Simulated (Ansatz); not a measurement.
**NaCl: vibrational free energy, entropy and heat capacity**

Computed with DFT PBE, scalar-relativistic, plane waves, PAW in Ansatz 0.2.0. Settings: 420 eV plane-wave cutoff, Γ-centred 8×8×8 mesh, fixed occupations. No spin polarisation. Phonons by linear response, acoustic sum rule imposed.

The cell, relaxed at this level:
```xyz
2
Lattice="0.0000 2.8482 2.8482 2.8482 0.0000 2.8482 2.8482 2.8482 0.0000" Properties=species:S:1:pos:R:3 pbc="T T T"
Na    2.8482    2.8482    2.8482
Cl    0.0000    0.0000    0.0000
```

The cell has the rock salt type, in a space group that the Crystallography Open Database lists for this formula; it was reached from a generator's guess.

Force constants from linear response on a 4×4×4 q mesh, interpolated to a fine mesh.

Phonon density of states, in bins of 5 cm⁻¹:
bin centre (cm⁻¹), share of modes (%) and a bar:
```
      2.5        0.0
      7.5        0.0
     12.5        0.0
     17.5        0.0
     22.5        0.1
     27.5        0.1 #
     32.5        0.2 #
     37.5        0.2 #
     42.5        0.3 #
     47.5        0.4 ##
     52.5        0.5 ##
     57.5        0.7 ###
     62.5        0.9 ####
     67.5        1.1 #####
     72.5        1.4 ######
     77.5        1.7 ########
     82.5        2.4 ##########
     87.5        3.0 #############
     92.5        3.2 ##############
     97.5        3.4 ###############
    102.5        4.0 ##################
    107.5        4.2 ##################
    112.5        3.2 ##############
    117.5        3.0 #############
    122.5        2.0 #########
    127.5        6.8 ##############################
    132.5        5.3 #######################
    137.5        4.1 ##################
    142.5        4.1 ##################
    147.5        5.6 ########################
    152.5        6.9 ##############################
    157.5        6.2 ###########################
    162.5        6.0 ##########################
    167.5        6.0 ##########################
    172.5        1.7 #######
    177.5        1.1 #####
    182.5        1.1 #####
    187.5        1.0 #####
    192.5        1.0 ####
    197.5        1.0 ####
    202.5        1.0 ####
    207.5        1.0 ####
    212.5        0.8 ####
    217.5        0.7 ###
    222.5        0.6 ###
    227.5        0.6 ##
    232.5        0.5 ##
    237.5        0.4 ##
    242.5        0.2 #
    247.5        0.0
```

Question: Give the zero-point energy per atom.

Answer: 25.1 meV.

Question: How large are the vibrational entropy and heat capacity at 300 K?

Answer: S = 4.50 k_B and C_V = 2.89 k_B per atom, 96 % of the Dulong–Petit value.

Question: Tabulate them against temperature.

Answer:
```csv
T (K),F_vib (meV/atom),S (k_B/atom),C_V (k_B/atom)
100,20.1,1.61,2.19
200,-1.8,3.36,2.76
300,-36.0,4.50,2.89
400,-78.6,5.34,2.94
500,-127.6,6.00,2.96
600,-181.7,6.54,2.97
700,-240.1,7.00,2.98
800,-302.2,7.40,2.98
900,-367.5,7.75,2.99
1000,-435.7,8.07,2.99
```
